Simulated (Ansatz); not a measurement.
## What a trial cell of LiF relaxes into

Method: DFT PBE, scalar-relativistic, plane waves, PAW (Ansatz). Cutoff 420 eV, Γ-centred k mesh, Gaussian smearing, no spin polarisation in the final step.

LiF was placed on the nickel arsenide structure type (P6_3/mmc, No. 194), with Li in place of Ni, F in place of As, at a guessed volume.

```
Li F
1.0
     2.97946    0.00000    0.00000
    -1.48973    2.58029    0.00000
     0.00000    0.00000    4.25638
Li F
2 2
Direct
  0.00000 0.00000 0.00000
  0.00000 0.00000 0.50000
  0.33333 0.66667 0.25000
  0.66667 0.33333 0.75000
```

Cell and atoms relax at zero pressure; the relaxation can't lower the symmetry of the start.

Energies over the elements count from the elements' standard structures at the same level (F₂ as a molecule), with no empirical corrections.

**Question.** What does it relax into?

**Answer.** It keeps P6_3/mmc (No. 194). The result has the nickel arsenide (Li on Ni sites) structure. Conventional cell: a = 2.830 Å, c = 4.877 Å. Around Li lie 6 F at 2.04 Å; F is coordinated by 6 Li at 2.04 Å.

```cif
data_structure
_symmetry_space_group_name_H-M 'P6_3/mmc'
_symmetry_Int_Tables_number 194
_cell_length_a 2.8302
_cell_length_b 2.8302
_cell_length_c 4.8770
_cell_angle_alpha 90.000
_cell_angle_beta 90.000
_cell_angle_gamma 120.000
_cell_volume 33.83
loop_
_atom_site_label
_atom_site_type_symbol
_atom_site_symmetry_multiplicity
_atom_site_Wyckoff_symbol
_atom_site_fract_x
_atom_site_fract_y
_atom_site_fract_z
_atom_site_occupancy
Li1 Li 2 a 0.00000 0.00000 0.00000 1
F1 F 2 c 0.33333 0.66667 0.25000 1
```

**Question.** What are its volume, energy, density and gap?

**Answer.** The volume per atom is 8.46 Å³, the density is 2.55 g/cm³ and the energy over the elements is -2.902 eV/atom. The gap on the 12×12×6 mesh is 8.71 eV.

The final run used a 12×12×6 mesh on its 4-atom cell and 0.02 eV smearing. A structure relaxed within its symmetry needn't be a true minimum.